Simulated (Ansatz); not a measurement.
Start from AgI in the zinc blende structure (space group F-43m, No. 216; a = 6.450 Å).

Levels (all Ansatz, a quantum-chemistry and plane-wave program, PAW): PBEsol (420 eV, no SOC); HSE06 (420 eV, spin-orbit coupling left out).

The geometry is relaxed with PBEsol.

| Quantity | Value |
|---|---|
| PBEsol band gap | 1.20 eV |

### Question
What does HSE06 give at this geometry for the band gap?

### Answer
The band gap rises by 1.29 eV (1.20 eV → 2.49 eV).

Single points use the geometry relaxed with PBEsol. Spin-orbit coupling, missing from the scalar runs, can matter with I. Stability against distortions was not tested.
